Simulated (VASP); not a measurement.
**ZrSiO4 (Zircon): relaxation of cell and atoms with r2SCAN**

The system is ZrSiO4 (Zircon).

```
Zr Si O
1.0
    -3.30350    3.30350    2.99100
     3.30350   -3.30350    2.99100
     3.30350    3.30350   -2.99100
Zr Si O
2 2 8
Cartesian
  0.0000 3.3035 1.4955
  0.0000 0.0000 0.0000
  3.3035 0.0000 1.4955
  0.0000 0.0000 2.9910
  3.3035 2.0885 -1.0750
  4.5185 0.0000 0.4205
  0.0000 1.2150 1.9160
  2.0885 0.0000 0.4205
  3.3035 1.2150 2.5705
  1.2150 0.0000 4.0660
  3.3035 -1.2150 2.5705
  2.0885 3.3035 1.0750
```

```json
{
 "Program": "VASP 6.6.1",
 "Task": "relaxation of cell and atoms",
 "Functional": "r2SCAN",
 "Potentials or basis": "VASP PAW PBE potentials, release 64 (Zr_sv, Si, O)",
 "Cutoff": "600 eV",
 "k mesh": "6 × 6 × 6",
 "Occupations": "gaussian, width 0.03 eV",
 "Spin": "no spin polarisation",
 "Further INCAR settings": "ALGO = Normal; EDIFF = 1e-06; IBRION = 2; EDIFFG = -0.01; NSW = 90; ISIF = 3"
}
```

```yaml
Relaxed_volume: 10.95 Å³/atom
Relaxed_cell: a = 5.558 Å, b = 5.558 Å, c = 5.558 Å, α = 106.89°, β = 106.89°, γ = 114.77°
Space_group_after_relaxing_to_0.05_Å: I4_1/amd (No. 141)
Energy_gained_by_relaxing: 0.4 meV/atom
Ionic_steps: 7
Pressure_after_relaxing: 0.0 GPa
Largest_force_after_relaxing: 0.006 eV/Å
Band_gap_on_the_k_mesh: 5.25 eV, indirect (least direct gap 5.47 eV)
```

Forces on the atoms (eV/Å):
```
Zr   0.000  0.000  0.000
Zr   0.000  0.000  0.000
Si   0.000  0.000  0.000
Si   0.000  0.000  0.000
O    0.000 -0.005  0.004
O    0.005  0.000  0.004
O    0.000  0.005  0.004
O   -0.005  0.000  0.004
O    0.000  0.005 -0.004
O    0.005  0.000 -0.004
O    0.000 -0.005 -0.004
O   -0.005  0.000 -0.004
```

Stress tensor (GPa, compression positive):
```
-0.01  0.00  0.00
 0.00 -0.01  0.00
 0.00  0.00  0.12
```

The path:
| step | energy change (eV) | largest force (eV/Å) | pressure (GPa) | volume (Å³) |
| --- | --- | --- | --- | --- |
| 1 | 0.0000 | 0.0603 | 1.46 | 130.56 |
| 2 | 0.0034 | 0.1514 | -2.12 | 132.45 |
| 3 | -0.0041 | 0.0650 | -0.05 | 131.37 |
| 4 | -0.0043 | 0.0665 | -0.09 | 131.49 |
| 5 | -0.0045 | 0.0230 | -0.06 | 131.43 |
| 6 | -0.0047 | 0.0110 | 0.00 | 131.38 |
| 7 | -0.0047 | 0.0059 | 0.03 | 131.34 |

Final structure:
```cif
data_structure
_symmetry_space_group_name_H-M 'P 1'
_symmetry_Int_Tables_number 1
_cell_length_a 5.5584
_cell_length_b 5.5584
_cell_length_c 5.5584
_cell_angle_alpha 106.889
_cell_angle_beta 106.889
_cell_angle_gamma 114.770
_cell_volume 131.34
loop_
_atom_site_label
_atom_site_type_symbol
_atom_site_fract_x
_atom_site_fract_y
_atom_site_fract_z
_atom_site_occupancy
Zr1 Zr 0.75000 0.25000 0.50000 1
Zr2 Zr 0.00000 0.00000 0.00000 1
Si1 Si 0.25000 0.75000 0.50000 1
Si2 Si 0.50000 0.50000 0.00000 1
O1 O 0.13670 0.32085 0.81585 1
O2 O 0.07085 0.75500 0.68415 1
O3 O 0.50500 0.32085 0.18415 1
O4 O 0.07085 0.38671 0.31585 1
O5 O 0.61329 0.92915 0.68415 1
O6 O 0.67915 0.86330 0.18415 1
O7 O 0.24500 0.92915 0.31585 1
O8 O 0.67915 0.49500 0.81585 1
```

Levels at points of the mesh, in eV from the valence-band top:
| k point | band 37 | band 38 | band 39 | band 40 | band 41 | band 42 | band 43 | band 44 |
| --- | --- | --- | --- | --- | --- | --- | --- | --- |
| (0.00, 0.00, 0.00) | -0.58 | -0.56 | -0.56 | 0.00 | 5.47 | 5.82 | 5.93 | 5.93 |
| (0.50, 0.00, 0.00) | -0.95 | -0.85 | -0.27 | -0.17 | 5.42 | 5.64 | 6.33 | 6.40 |
| (0.50, 0.50, 0.00) | -0.95 | -0.95 | -0.62 | -0.62 | 5.29 | 5.29 | 6.28 | 6.28 |
| (0.50, 0.50, 0.50) | -1.13 | -1.13 | -0.79 | -0.79 | 5.97 | 5.97 | 6.35 | 6.35 |

Run time: 15 min on 4 MPI ranks on Intel(R) Xeon(R) Platinum 8488C (Sapphire Rapids) (shared host), peak memory 0.48 GiB a rank.

Caveat: the PAW data sets were made with another functional, which shifts forces and pressure a little. Zero-point motion and thermal expansion aren't in these numbers.
